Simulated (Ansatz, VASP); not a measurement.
# Cross-check of PbSe (Clausthalite) between VASP and Ansatz

Wanted: the spread between two codes on one cell, functional and k mesh.

Calculated with Ansatz 0.2.0; plane waves, with VASP 6.6.1 beside it; relaxation of cell and atoms at PBE with D3(BJ) and relaxation of cell and atoms at r2SCAN with rVV10.

### 1. Set-up

It takes space group Fm-3m (No. 225, cubic). The conventional cell has a = 6.121 Å, b = 6.121 Å, c = 6.121 Å, α = 90.00°, β = 90.00°, γ = 90.00°. Nearest to Pb lie 6 Se at 3.06 Å. Se has 6 Pb at 3.06 Å nearest. Farther neighbours and most contacts between anions are not listed.

### 2. VASP: relaxation of cell and atoms, PBE with D3(BJ)

The relaxed volume is the usual yardstick between codes: its relative difference is about their pressure difference at one cell divided by the bulk modulus.

Lines of VASP's logs that name or quote its potential files are left out, and so is its time.

File INCAR:

```
SYSTEM = PbSe
PREC = Accurate
ENCUT = 520
EDIFF = 1E-06
NELM = 100
ISMEAR = -1
SIGMA = 0.05
LREAL = .FALSE.
ALGO = Normal
GGA = PE
IVDW = 12
NBANDS = 16
LORBIT = 11
LWAVE = .FALSE.
LCHARG = .FALSE.
KPAR = 2
IBRION = 2
NSW = 60
ISIF = 3
EDIFFG = -0.01
```

File POSCAR:

```
PbSe
1.0
    0.0000000000      3.0606500000      3.0606500000
    3.0606500000      0.0000000000      3.0606500000
    3.0606500000      3.0606500000      0.0000000000
Pb Se
1 1
Direct
    0.0000000000      0.0000000000      0.0000000000
    0.5000000000      0.5000000000      0.5000000000
```

File KPOINTS:

```
Automatic mesh
0
Gamma
6 6 6
0 0 0
```

The projector-augmented-wave data sets are Pb_d and Se (PBE family, release 64).

Started as:

```bash
> mpirun -np 2 vasp_std
```

Numbers of over 12 decimals in the logs are rounded to 6 here.

The program printed:

```text
[banner, memory and clock lines left out]
running    2 mpi-ranks, on    1 nodes
 distrk:  each k-point on    1 cores,    2 groups
 distr:  one band on    1 cores,    1 groups

 POSCAR found type information on POSCAR PbSe
 POSCAR found :  2 types and       2 ions
 LDA part: xc-table for (Slater+PW92), standard interpolation
 POSCAR, INCAR and KPOINTS ok, starting setup
 FFT: planning ... GRIDC
 FFT: planning ... GRID_SOFT
 FFT: planning ... GRID
 WAVECAR not read
 entering main loop
       N       E                     dE             d eps       ncg     rms          rms(c)
DAV:   1     0.150521995112E+03    0.15052E+03   -0.97100E+03   512   0.129E+03
DAV:   2     0.215114551659E+01   -0.14837E+03   -0.14418E+03   552   0.329E+02
DAV:   3    -0.823501915543E+01   -0.10386E+02   -0.10349E+02   664   0.865E+01
DAV:   4    -0.845894381301E+01   -0.22392E+00   -0.22387E+00   640   0.153E+01
DAV:   5    -0.846773762756E+01   -0.87938E-02   -0.87937E-02   736   0.274E+00    0.277E+00
DAV:   6    -0.818322681196E+01    0.28451E+00   -0.74492E-01   792   0.609E+00    0.158E+00
DAV:   7    -0.817847286239E+01    0.47539E-02   -0.11882E-01   616   0.175E+00    0.866E-01
DAV:   8    -0.818180438341E+01   -0.33315E-02   -0.13163E-02   624   0.129E+00    0.170E-01
DAV:   9    -0.818136224164E+01    0.44214E-03   -0.27623E-03   792   0.526E-01    0.520E-02
DAV:  10    -0.818143252629E+01   -0.70285E-04   -0.21571E-04   632   0.896E-02    0.173E-02
DAV:  11    -0.818143906376E+01   -0.65375E-05   -0.47587E-05   712   0.731E-02    0.683E-03
DAV:  12    -0.818143911775E+01   -0.53998E-07   -0.24843E-06   632   0.124E-02
   1 F= -.89180243E+01 E0= -.89176524E+01  d E =-.891802E+01
 curvature:   0.00 expect dE= 0.000E+00 dE for cont linesearch  0.000E+00
 trial: gam= 0.00000 g(F)=  0.169E-64 g(S)=  0.536E-03 ort = 0.000E+00 (trialstep = 0.100E+01)
 search vector abs. value=  0.536E-03
 bond charge predicted
       N       E                     dE             d eps       ncg     rms          rms(c)
DAV:   1    -0.819333934399E+01   -0.11900E-01   -0.21583E-01   632   0.772E+00    0.449E-01
DAV:   2    -0.818733584499E+01    0.60035E-02   -0.11618E-02   672   0.183E+00    0.167E-01
DAV:   3    -0.818630634859E+01    0.10295E-02   -0.43698E-03   656   0.104E+00    0.310E-02
DAV:   4    -0.818630913550E+01   -0.27869E-05   -0.10816E-04   536   0.106E-01    0.112E-02
DAV:   5    -0.818630677193E+01    0.23636E-05   -0.16817E-05   696   0.578E-02    0.526E-03
DAV:   6    -0.818630658776E+01    0.18417E-06   -0.13757E-06   352   0.204E-02
   2 F= -.89182107E+01 E0= -.89178896E+01  d E =-.186400E-03
 trial-energy change:   -0.000186  1 .order   -0.000189   -0.000536    0.000158
 step:   0.7722(harm=  0.7722)  dis= 0.00000  next Energy=    -8.918231 (dE=-0.207E-03)
 bond charge predicted
       N       E                     dE             d eps       ncg     rms          rms(c)
DAV:   1    -0.818563084355E+01    0.67593E-03   -0.11177E-02   632   0.174E+00    0.103E-01
DAV:   2    -0.818531382942E+01    0.31701E-03   -0.60771E-04   672   0.420E-01    0.380E-02
DAV:   3    -0.818526152986E+01    0.52300E-04   -0.22636E-04   648   0.237E-01    0.719E-03
DAV:   4    -0.818526397397E+01   -0.24441E-05   -0.55884E-06   544   0.238E-02    0.255E-03
DAV:   5    -0.818526461359E+01   -0.63962E-06   -0.66594E-07   280   0.124E-02
   3 F= -.89182311E+01 E0= -.89178991E+01  d E =-.206771E-03
 curvature:  -0.39 expect dE=-0.167E-10 dE for cont linesearch -0.167E-10
 trial: gam= 0.00000 g(F)=  0.697E-60 g(S)=  0.434E-10 ort =-0.152E-06 (trialstep = 0.954E+00)
 search vector abs. value=  0.143E-09
 reached required accuracy - stopping structural energy minimisation
```

Parts of OUTCAR (step 2):

```text
ion  position               nearest neighbor table
   1  0.000  0.000  0.000-   2 3.06   2 3.06   2 3.06   2 3.06   2 3.06   2 3.06
   2  0.500  0.500  0.500-   1 3.06   1 3.06   1 3.06   1 3.06   1 3.06   1 3.06

  LATTYP: Found a face centered cubic cell.
 ALAT       =     6.1213000000

 Subroutine GETGRP returns: Found 48 space group operations
 (whereof 48 operations were pure point group operations)

The static configuration has the point symmetry O_h .

 Found     16 irreducible k-points:

   k-points           NKPTS =     16   k-points in BZ     NKDIM =     16   number of bands    NBANDS=     16

   dimension x,y,z NGX =    32 NGY =   32 NGZ =   32
   dimension x,y,z NGXF=    64 NGYF=   64 NGZF=   64

   ENCUT  =  520.0 eV  38.22 Ry    6.18 a.u.   8.05  8.05  8.05*2*pi/ulx,y,z

   NELECT =      20.0000    total number of electrons

 k-points in reciprocal lattice and weights: Automatic mesh
   0.00000000  0.00000000  0.00000000       0.005
   0.16666667  0.00000000  0.00000000       0.037
   0.33333333  0.00000000  0.00000000       0.037
   0.50000000  0.00000000  0.00000000       0.019
   0.16666667  0.16666667  0.00000000       0.028
   0.33333333  0.16666667  0.00000000       0.111
   0.50000000  0.16666667  0.00000000       0.111
  -0.33333333  0.16666667  0.00000000       0.111
  -0.16666667  0.16666667  0.00000000       0.056
[...]
-0.33333333  0.33333333  0.16666667       0.111
  -0.33333333  0.50000000  0.16666667       0.056

 Edisp (eV)   -0.73190

 average (electrostatic) potential at core
       1 -92.3691       2 -52.9356

 E-fermi :   5.1578

 k-point     1 :       0.0000    0.0000    0.0000
  band No.  band energies     occupation
    ...
      6      -8.5474      2.00000
      7      -1.3038      2.00000
      8       3.1496      2.00000
      9       3.1496      2.00000
     10       3.1496      2.00000
     11       9.7099      0.00000
     12       9.7099      0.00000
     13       9.7099      0.00000
     14      11.5347      0.00000
     15      11.5347      0.00000
    ...

 k-point     2 :       0.1667    0.0000    0.0000
  band No.  band energies     occupation
    ...
      6      -8.3421      2.00000
      7      -1.9506      2.00000
      8       3.2218      2.00000
      9       3.2218      2.00000
     10       3.5926      2.00000
     11       8.1383      0.00000
     12       8.6675      0.00000
     13       8.6675      0.00000
     14      11.3384      0.00000
     15      12.1104      0.00000
    ...

 k-point     3 :       0.3333    0.0000    0.0000
  band No.  band energies     occupation
    ...
      6      -7.8338      2.00000
      7      -3.1425      2.00000
      8       3.4167      2.00000
      9       3.4167      2.00000
     10       4.3398      2.00000
     11       6.3552      0.00000
     12       7.2962      0.00000
     13       7.2962      0.00000
     14      12.1015      0.00000
     15      13.5593      0.00000
    ...

 Edisp (eV)   -0.73297

  Total      -0.00002    -0.00002    -0.00002     0.00000     0.00000    -0.00000
  in kB      -0.00068    -0.00068    -0.00068     0.00000     0.00000    -0.00000
  external pressure =       -0.00 kB  Pullay stress =        0.00 kB

  energy-cutoff  :      520.00
  volume of cell :       57.62
      direct lattice vectors                 reciprocal lattice vectors
     0.000000000  3.065556823  3.065556823    -0.163102506  0.163102506  0.163102506
     3.065556823  0.000000000  3.065556823     0.163102506 -0.163102506  0.163102506
     3.065556823  3.065556823 -0.000000000     0.163102506  0.163102506 -0.163102506

 POSITION                                       TOTAL-FORCE (eV/Angst)
 -----------------------------------------------------------------------------------
      0.00000      0.00000      0.00000        -0.000000      0.000000     -0.000000
      3.06556      3.06556      3.06556         0.000000     -0.000000      0.000000
 -----------------------------------------------------------------------------------
    total drift:                                0.000000     -0.000000     -0.000000

  FREE ENERGIE OF THE ION-ELECTRON SYSTEM (eV)
  ---------------------------------------------------
  free  energy   TOTEN  =        -8.9182310905 eV

  energy  without entropy=       -8.9175670404  energy(sigma->0) =       -8.91789907

 reached required accuracy - stopping structural energy minimisation

 total charge
# of ion       s       p       d       tot
------------------------------------------
    1        1.476   0.534   9.841  11.851
    2        1.467   2.332   0.017   3.817
--------------------------------------------------
tot          2.943   2.867   9.858  15.668

[... 3 further parts left out ...]
```

CONTCAR:

```
PbSe
   1.00000000000000
     0.0000000000000000    3.0655568229746306    3.0655568229746306
     3.0655568229746306    0.0000000000000000    3.0655568229746306
     3.0655568229746306    3.0655568229746306   -0.0000000000000000
  Pb              Se
     1     1
Direct
     0.0000000000000000    0.0000000000000000    0.0000000000000000
     0.5000000000000000    0.5000000000000000    0.5000000000000000
```

### 3. Ansatz: relaxation of cell and atoms, PBE with D3(BJ)

Ansatz runs on its default PAW (the set named soft_2) files.

The same cell, functional, mesh and smearing now go to Ansatz, which takes its cutoff from its data sets.

File input.yaml:

```yaml
crystal:
  lattice:
    - [0.0, 3.06065, 3.06065]
    - [3.06065, 0.0, 3.06065]
    - [3.06065, 3.06065, 0.0]
  atoms:
    - { symbol: Pb, position: [0.0, 0.0, 0.0] }
    - { symbol: Se, position: [0.5, 0.5, 0.5] }
hamiltonian:
  xc: pbe
  pseudopotentials: { kind: paw }
  dispersion: d3bj
kpoints:
  mp_grid: { grid: [6, 6, 6] }
scf:
  occupations: { method: fermi_dirac, width: 0.05 }
relax:
  f_tol: 0.01
  max_steps: 60
  cell: { stress_tol: 0.05 }
output:
  forces: true
  stress: true
  write_density: true
  write_potential: true
  elf: true
  volumetric_format: npy
```

Started as:

```bash
> ansatz run input.yaml --threads 4 --pin off --max-ram 9216MiB --backend cpu --events-out ev --progress --plain --runs-dir out
```

The program printed:

```text
Engine: ansatz 0.2.0, x86_64-unknown-linux-gnu
Pseudopotentials: kind: paw
Pseudopotential: Pb, paw, valence charge 14, recommended cutoff 420 eV (normal), Pb.paw.azcp
Pseudopotential: Se, paw, valence charge 16, recommended cutoff 420 eV (normal), Se.paw.azcp
Functional definition: PBE
  parameter kappa = 0.804
  parameter beta = 0.066725
  exchange = pbe_x(kappa = kappa, mu = beta*pi^2/3)
  correlation = pbe_c(beta = beta)
Crystal: 2 atoms, lattice volume = 57.342 Å³
Basis set: ecut = 420 eV, 1139 PW (Γ), exchange–correlation on 60×60×60 points (8 copies of the dense FFT grid, shifted against one another)
Bands: 19, of which v1, the nominal top of the filled ones, is band 15 counted from 1 (14 counted from 0)
Symmetry: 48 space group operations
Space group: Fm-3m (ITA 225), of the structure as read, at distance tolerance 3.9e-5 Å
k-points: 16 of 216
Non-local potential: Pb, projectors of the file, l = 0: 2, l = 1: 2, l = 2: 2, l = 3: 2
Non-local potential: Se, projectors of the file, l = 0: 2, l = 1: 2, l = 2: 3, l = 3: 1
PAW form: soft (Blöchl's): semilocal exchange-correlation on the pseudo side does not see the compensation charge
PAW one-centre angular grid: Pb, 590 points (default); XC on 64 Gauss nodes
PAW one-centre angular grid: Se, 590 points (default); XC on 64 Gauss nodes
Initial density: superposition of atomic densities (neutral atoms: chi_scale 0, normalization atom), corrected by the library's trained network
Initial wavefunctions: pseudopotential atomic-orbital guess
Functional: x = pbe(κ = 0.804, μ = 0.219515), c = pbe(β = 0.066725)
SCF iter   1: F=—  HF=-17377.343969 eV  |F-HF|=—  |Δ(HF+E_count)|=         —  Δρ=5.00e-4  dr2=1.31e-4  ethr=1.77e-3  ⟨swp⟩=6.1  Hψ=1478  notcnv=0
preconditioner: auto → none  [insulator: Δε(μ)=0.288 eV  Ē_g=15.328 eV  σ=0.050 eV  W_gap=0.89  n_scr=14 (ndim 8)  ℏωp=21.9 eV  f_vac=0.019  D(μ)=0.07/eV (n_scr^D=0)  ε∞_Penn≈3.0]
SCF iter   2: F=—  HF=-17377.342973 eV  |F-HF|=—  |Δ(HF+E_count)|=   9.96e-4  Δρ=3.58e-4  dr2=4.39e-5  ethr=4.36e-7  ⟨swp⟩=2.5  Hψ=689  notcnv=0
SCF iter   3: F=—  HF=-17377.342978 eV  |F-HF|=—  |Δ(HF+E_count)|=   4.58e-6  Δρ=1.92e-4  dr2=9.50e-6  ethr=1.46e-7  ⟨swp⟩=2.8  Hψ=614  notcnv=0
SCF iter   4: F=—  HF=-17377.342998 eV  |F-HF|=—  |Δ(HF+E_count)|=   2.00e-5  Δρ=4.61e-5  dr2=1.54e-6  ethr=3.17e-8  ⟨swp⟩=2.0  Hψ=545  notcnv=0
SCF iter   5: F=—  HF=-17377.342997 eV  |F-HF|=—  |Δ(HF+E_count)|=   4.93e-7  Δρ=3.21e-5  dr2=6.49e-7  ethr=5.13e-9  ⟨swp⟩=2.9  Hψ=482  notcnv=0
SCF iter   6: F=-17377.342997 eV  HF=-17377.342997 eV  |F-HF|=7.81e-8  |Δ(HF+E_count)|=   3.49e-7  Δρ=1.02e-5  dr2=6.17e-8  ethr=3.33e-10  ⟨swp⟩=6.2  Hψ=2021  notcnv=0
SCF 1 converged in 6 iterations: F = -17377.342997 eV  dr2 = 6.17e-8
  greatest PAW one-centre occupation: 1.000 electrons in one spin orbital (limit 2), on the Se atom at site 1 (counted from 0), in its partial waves of l = 2
relax step   1: F+E_penalty+E_count = -17377.34299666 eV  Δ(F+E_penalty+E_count) = +0.000e0 eV  max|allowed force component| = 1.196e-29 eV/Å  Δτ_max = 0.0000 Å  P = +0.259 GPa  Ω = 57.342 Å³  (6 SCF iters, dr2 threshold 1.00e-7 eV, accepted)
[...]
relax step   2: F+E_penalty+E_count = -17377.34313808 eV  Δ(F+E_penalty+E_count) = -1.414e-4 eV  max|allowed force component| = 6.771e-30 eV/Å  Δτ_max = 0.0000 Å  P = -0.116 GPa  Ω = 57.763 Å³  energy of the carried Pulay correction = -4.296e-5 eV  (4 SCF iters, dr2 threshold 1.67e-7 eV, accepted)
[...]
relax step   3: F+E_penalty+E_count = -17377.34319943 eV  Δ(F+E_penalty+E_count) = -6.135e-5 eV  max|allowed force component| = 3.077e-29 eV/Å  Δτ_max = 0.0000 Å  P = -0.001 GPa  Ω = 57.631 Å³  energy of the carried Pulay correction = -2.962e-5 eV  (4 SCF iters, dr2 threshold 3.39e-8 eV, accepted)
[...]
relax step   4: F+E_penalty+E_count = -17377.34323695 eV  Δ(F+E_penalty+E_count) = -3.752e-5 eV  max|allowed force component| = 3.681e-30 eV/Å  Δτ_max = 0.0000 Å  P = -0.001 GPa  Ω = 57.631 Å³  stress off target by 6.52e-4 GPa  SCF on the basis re-selected at this cell (its energy is not comparable with the rows above)  (6 SCF iters)
basis re-selected at this cell: Δ(F+E_penalty+E_count) = -3.752e-5 eV, ΔP = +0.000 GPa vs the last step (what re-selecting the basis moved, of the pressure what is left beyond the Pulay correction that the steps carried, after the strain that the cell walked since its last selection, with what the two solves' SCF thresholds leave and, on support functions, any second-order correction that the steps lacked; it is no m [...]
SCF converged after 6 iterations
Free energy (F): -17377.343237 eV
Harris-Foulkes:  -17377.343237 eV  (|F-HF|=4.00e-11)
Internal energy: -17377.342552 eV  (E = F + TS)
E sigma→0 (E₀):  -17377.342895 eV
Entropy (-TS):   -0.000685 eV (-0.342 meV/atom)
Fermi energy:    9.097295 eV
--- Per-component energies (eV) ---
  E_band       = -427.127560
  E_kinetic    = 406.093147
  E_local      = -3535.497395  (includes V_loc(G=0)·N_el)
  E_nonlocal   = -245.929009
  E_hartree    = 1645.830272
  E_xc         = -325.761773
  E_vxc        = -231.453028  (∫ρ·V_xc dr)
  E_paw        = -12314.691012  (= ΣΔE_a)
  E_vpaw       = -112.001193  (= ΣTr[D̂ρ^β])
  E_aug_tail   = -0.000694  (compensation charges beyond the density's cutoff)
  E_ewald      = -3006.653083
  E_disp       = -0.733007  (pairwise vdW)
  E_smearing   = -0.000685  (= −TS)
  E_closure    = -0.000000  (closes the sum)
  Σ components = -17377.343237   (vs F -17377.343237, Δ=0.00e0)
--- Forces (eV/Å), atoms counted from 1 ---
  atom   1  Pb    -0.00000000     0.00000000     0.00000000
  atom   2  Se    -0.00000000     0.00000000     0.00000000
  max |Σ_I F_I| component: 1.89e-29 eV/Å
--- Stress (GPa, compression-positive) ---
       -0.000652      -0.000000      -0.000000
       -0.000000      -0.000652       0.000000
       -0.000000      -0.000000      -0.000652
  P = ⅓ Tr σ = -0.0007 GPa (-0.007 kbar)
--- Band table (eV; the first three rows and the last of 16) ---
  k-point 0: bands = [... 11 lower, 2.6417, 7.0856, 7.0856, 7.0856, 13.6478, 13.6478, 13.6478, 15.4789]
  k-point 1: bands = [... 11 lower, 1.9949, 7.1578, 7.1578, 7.5298, 12.0772, 12.6063, 12.6063, 15.2793]
  k-point 2: bands = [... 11 lower, 0.8042, 7.3525, 7.3525, 8.2788, 10.2943, 11.2354, 11.2354, 16.0401]
  k-point 15: bands = [... 11 lower, 1.0942, 4.3566, 5.2026, 7.3265, 11.8981, 13.3312, 14.4210, 15.4882]
--- Relaxed structure (3 steps of the walk, 3 accepted, 1 SCFs on fresh bases) ---
  F+E_penalty+E_count = -17377.34323695 eV   max|allowed force component| = 3.681e-30 eV/Å   (the final SCF, on the basis selected at the relaxed cell)
  cell:  # Å, volume = 57.6314 Å³
    - [0, 3.065795, 3.065795]
    - [3.065795, 0, 3.065795]
    - [3.065795, 3.065795, 0]
  atoms:
    - { symbol: Pb, position: [0, 0, 0] }
    - { symbol: Se, position: [0.500000, 0.500000, 0.500000] }
```

It took 2.2 s on 4 threads of Intel Xeon Platinum 8488C (Sapphire Rapids), shared host; peak memory 0.42 GiB.

### 4. Differences

Known differences besides the potentials themselves: both relaxations stop at a tolerance, which leaves soft axes loose, and VASP keeps its plane-wave basis; the data sets hold 30 valence electrons in Ansatz (default PAW (the set named soft_2) files) and 20 in VASP; the cutoff is 420 eV in Ansatz and 520 eV in VASP; VASP leaves aspherical gradient terms in its spheres out (LASPH is not set), Ansatz keeps them; Ansatz adds a Pulay correction to the stress that steers its cell, VASP none. Total energies have different zeros and are not compared.

Compared:

```csv
quantity,Ansatz,VASP,difference
volume (Å³),57.63,57.62,+0.02 %
"edge a after relaxation, in the typed setting (Å)",4.336,4.335,+0.01 %
```

The walks stopped with 0.00 GPa left in Ansatz and 0.00 GPa in VASP; each walk ends within a tolerance, so the volume difference is uncertain by about these residues over the bulk modulus, most in soft cells.

[end of part 1 of 2]

[Lines on the potential files, build, host, timing and source positions are cut from VASP's logs without a mark.]

[Logs are printed without paths, hosts, clocks, repeated set-up lines and the standing remarks that a program may print on its own settings, such as how far it seeks lower states.]

[Hosts, paths, dates, database ids (printed as entryN), source tags and the programs' standing remarks are cut or masked in the printed files.]
